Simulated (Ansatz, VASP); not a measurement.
**Ba in VASP and in Ansatz**

File INCAR:

```
SYSTEM = Ba
  PREC = Accurate
  ENCUT = 520
  EDIFF = 1E-7
  ISMEAR = -1
  SIGMA = 0.05
  LREAL = .False.
  LASPH = .True.
  NELM = 80
  ALGO = Normal
  ISIF = 2
  LWAVE = .False.
  LCHARG = .False.
  GGA = PE
  NBANDS = 11
```

Contents of KPOINTS:

```
Automatic mesh
0
Gamma
  7 7 7
  0 0 0
```

Contents of POSCAR:

```
Ba
1.0
    3.9692723677      0.0000000000      0.0000000000
    0.0000000000      3.9692723677      0.0000000000
    0.0000000000      0.0000000000      3.9692723677
Ba
1
Direct
    0.0000000000      0.0000000000      0.0000000000
```

The input input.yaml:

```yaml
crystal:
  lattice:
    - [3.9692723677, 0.0, 0.0]
    - [0.0, 3.9692723677, 0.0]
    - [0.0, 0.0, 3.9692723677]
  atoms:
    - { symbol: Ba, position: [0.0, 0.0, 0.0] }
hamiltonian:
  xc: pbe
  pseudopotentials: { kind: paw }
kpoints:
  mp_grid: { grid: [7, 7, 7] }
scf:
  occupations: { method: fermi_dirac, width: 0.05 }
output:
  forces: true
  stress: true
  eigenvalues: true
  write_density: true
  write_potential: true
  elf: true
  volumetric_format: npy
```

Change from the starting cell: volume scaled by 1.04.

Alike in both runs: task single point; functional PBE; k mesh 7 × 7 × 7; occupations fermi-dirac, width 0.05 eV; no spin polarisation.

|  | VASP | Ansatz |
| --- | --- | --- |
| version | VASP 6.6.1 | Ansatz 0.2.0 |
| potentials or method | VASP PAW PBE potentials, release 64 (Ba_sv) | Ansatz PAW |
| plane-wave cutoff (eV) | 520 | 420 |
| valence electrons in the cell | 10 | 10 |

```csv
,VASP,Ansatz,Ansatz less VASP
gap on the k mesh at the Fermi level (eV),0.14,0.15,+0.008
least direct gap on the mesh (eV),0.21,0.21,0.000
pressure (GPa),0.0,-0.1,-0.11
```

Caveats: spin-orbit coupling is left out, which moves the levels of the heavy elements (VASP); an odd mesh through Γ misses points on the zone boundary, where band edges often lie (VASP).
